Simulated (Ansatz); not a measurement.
Crystal: BAs.

```xyz
2
Lattice="0.0000 2.3885 2.3885 2.3885 0.0000 2.3885 2.3885 2.3885 0.0000" Properties=species:S:1:pos:R:3 pbc="T T T"
As    3.5827    3.5827    3.5827
B     0.0000    0.0000    0.0000
```

Program: Ansatz 0.2.0. Alike in all runs: potentials or basis Ansatz PAW; no spin polarisation; cell as given.

Task: Order these runs on this cell by their pressure, lowest first.
A. level RPBE; k mesh 10 × 10 × 10; cutoff (eV) 420; smearing gaussian 0.05 eV; mesh quality not flagged
B. level r2SCANh; k mesh 5 × 5 × 5; cutoff (eV) 500; smearing fermi-dirac 0.05 eV; points for each segment of the path 4; mesh quality coarse
C. level PBE; k mesh 10 × 10 × 10; cutoff (eV) 420; smearing gaussian 0.03 eV; mesh quality not flagged
D. level LDA; k mesh 10 × 10 × 10; cutoff (eV) 420; smearing gaussian 0.1 eV; mesh quality not flagged

Result: D (-3.9 GPa), B (-0.1 GPa), C (2.8 GPa), A (5.4 GPa).

Caveats: some runs use coarse meshes; the PAW data sets come from PBE, with cores solved anew for the run's functional, which leaves a small shift of forces and pressure (some runs); the thresholds are loose for stress (some runs).
